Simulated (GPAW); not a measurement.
A run of GPAW 26.7.0:

run.py

```python
from ase.calculators.mixing import SumCalculator
from ase.filters import FrechetCellFilter
from ase.io import read, write
from ase.optimize import BFGS
from dftd3.ase import DFTD3
from gpaw import GPAW, PW, setup_paths

setup_paths.insert(0, '.')

atoms = read('ZrSe2.xyz')

calc = GPAW(mode=PW(600),
            xc='PBEsol',
            kpts={'size': (8, 8, 5), 'gamma': True},
            occupations={'name': 'fermi-dirac', 'width': 0.05},
            nbands=24,
            convergence={'density': 1e-05, 'forces': 0.0001},
            maxiter=150,
            txt='gpaw.txt')
atoms.calc = SumCalculator([calc, DFTD3(method='pbesol', damping='d3bj')])
opt = BFGS(FrechetCellFilter(atoms), trajectory='relax.traj', logfile='-')
done = opt.run(fmax=0.02, steps=100)
calc.write('gs.gpw')
write('result.traj', atoms)
print('Converged:', done)
print('Cell:', atoms.cell.cellpar().round(4))
print('Volume:', round(atoms.get_volume(), 4))
print(atoms.get_scaled_positions().round(5))
```

File ZrSe2.xyz:

```xyz
3
Lattice="3.7980000000 0.0000000000 0.0000000000 -1.8990000000 3.2891644836 0.0000000000 0.0000000000 0.0000000000 6.1920000000" Properties=species:S:1:pos:R:3 pbc="T T T"
Zr     0.0000000000      0.0000000000      0.0000000000
Se     1.8990000002      1.0963881611      4.6440000000
Se    -0.0000000002      2.1927763225      1.5480000000
```

Potentials or basis: PAW data sets generated in the run's folder for this functional, pw.

Run with:

```bash
$ gpaw-setup -f PBEsol Se Zr
$ OMP_NUM_THREADS=1 python run.py
```

Hardware: 1 thread of Arm Neoverse V1, with other jobs on the host.

Question: How long does it take, and how much memory?

Answer: Run time: 7.8 min on 1 thread of Arm Neoverse V1, with other jobs on the host, peak memory 0.32 GiB. Counts: scf iterations 117, plane waves 2611, bands 24, k points 40, ion steps 11.
